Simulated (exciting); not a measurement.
**KCl (Sylvite): equation of state with PBE**

KCl (Sylvite):

```
K Cl
1.0
     0.00000    3.14647    3.14647
     3.14647    0.00000    3.14647
     3.14647    3.14647    0.00000
K Cl
1 1
Direct
  0.00000 0.00000 0.00000
  0.50000 0.50000 0.50000
```

| Quantity | Value |
| --- | --- |
| Program | exciting (release sodium) |
| Task | equation of state |
| Functional | PBE |
| Potentials or basis | all-electron LAPW+lo, shipped species files, valence relativity iora* |
| rgkmax | 7.5 |
| k mesh | 7 × 7 × 7 |
| Occupations | fermi-dirac, width 0.05 eV |
| Spin | no spin polarisation |

| Item | Value |
| --- | --- |
| Equilibrium volume | 32.48 Å³/atom |
| Bulk modulus | 15.9 GPa |
| Pressure derivative of the bulk modulus | 5.3 (rough: it moves with the points fitted) |

Energy against volume, from the lowest point:
| volume (Å³/atom) | energy (meV/atom) |
| --- | --- |
| 29.282 | 19.40 |
| 29.905 | 11.98 |
| 30.528 | 6.61 |
| 31.151 | 2.96 |
| 31.774 | 0.69 |
| 32.397 | 0.00 |
| 33.020 | 0.39 |

PBE usually gives volumes a little too large and moduli too small. Zero-point motion and thermal expansion aren't in these numbers.
